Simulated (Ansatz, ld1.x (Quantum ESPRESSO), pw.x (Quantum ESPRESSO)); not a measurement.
**pw.x on fcc H: one setting changed**

Potential: ultrasoft, ld1.x (Quantum ESPRESSO) 7.5, PBE; core none, reference 1s1; waves: 1s (bound): rcut 1.10, rcutus 1.30 bohr; 1s channel at 0.45 Ry: rcut 1.10, rcutus 1.30 bohr; 2p channel at 0.35 Ry: rcut 1.05, rcutus 1.20 bohr; local part: all-electron potential smoothed inside 1.20 bohr (lloc = -2); core correction: none; augmentation: built from norm-conserving waves at rcut, not smoothed further.

The reference run (k-mesh 18³, cutoffs 40/600 Ry, Fermi–Dirac 0.01 Ry, mixing_beta 0.4, conv_thr 1e-9, no spin) gives 0.13 GPa at 2.975 Å³/atom, where all-electron LAPW gives -0.20 GPa. This run, with its own iteration cap, changes degauss to 0.005.

```
&control
  calculation='scf', prefix='x', pseudo_dir='./', outdir='./tmp', tstress=.true., disk_io='none'
/
&system
  ibrav=0, nat=1, ntyp=1, ecutwfc=40, ecutrho=600, nbnd=7,
  occupations='smearing', smearing='fd', degauss=0.005
/
&electrons
  conv_thr=1e-09, mixing_beta=0.4, electron_maxstep=60
/
ATOMIC_SPECIES
H 1.0 H.UPF
CELL_PARAMETERS angstrom
  0.00000000 1.14152561 1.14152561
  1.14152561 0.00000000 1.14152561
  1.14152561 1.14152561 0.00000000
ATOMIC_POSITIONS crystal
H 0.0000 0.0000 0.0000
K_POINTS automatic
18 18 18 0 0 0
```

```bash
pw.x < H.scf.in > H.scf.out
```

Problem. How does the run end?

Solution. It converges in 3 iterations; the free energy moves by +2.2 meV/atom and the pressure by -0.10 GPa. In a metal, with Fermi–Dirac smearing, F lies below its zero-width value by a term in the square of the width.

```
Message from routine setup:
     using ibrav=0 with symmetry is DISCOURAGED, use correct ibrav instead
     lattice parameter (alat)  =       3.0507  a.u.
     unit-cell volume          =      20.0763 (a.u.)^3
     number of electrons       =         1.00
     number of Kohn-Sham states=            7
     kinetic-energy cutoff     =      40.0000  Ry
     charge density cutoff     =     600.0000  Ry
     scf convergence threshold =      1.0E-09
     Exchange-correlation= PBE
     number of k points=   195  Fermi-Dirac smearing, width (Ry)=  0.0050
     iteration #  1     ecut=    40.00 Ry     beta= 0.40
     total energy              =      -1.07495913 Ry
     estimated scf accuracy    <       0.00000431 Ry
     iteration #  2     ecut=    40.00 Ry     beta= 0.40
     total energy              =      -1.07496204 Ry
     estimated scf accuracy    <       0.00000164 Ry
     iteration #  3     ecut=    40.00 Ry     beta= 0.40
     the Fermi energy is     3.7598 ev
!    total energy              =      -1.07496218 Ry
     estimated scf accuracy    <          2.2E-10 Ry
     smearing contrib. (-TS)   =      -0.00010593 Ry
     The total energy is F=E-TS. E is the sum of the following terms:
     one-electron contribution =       0.63570678 Ry
     hartree contribution      =       0.01819518 Ry
     xc contribution           =      -0.66605558 Ry
     ewald contribution        =      -1.06270263 Ry
     convergence has been achieved in   3 iterations
          total   stress  (Ry/bohr**3)                   (kbar)     P=        0.29
     Message from routine punch:
     Nothing written, as per user request (disk_io='none')
```

The run took about 1.2 s on one core of a shared host (Neoverse-V1, 32 threads, 247 GiB, load 25).
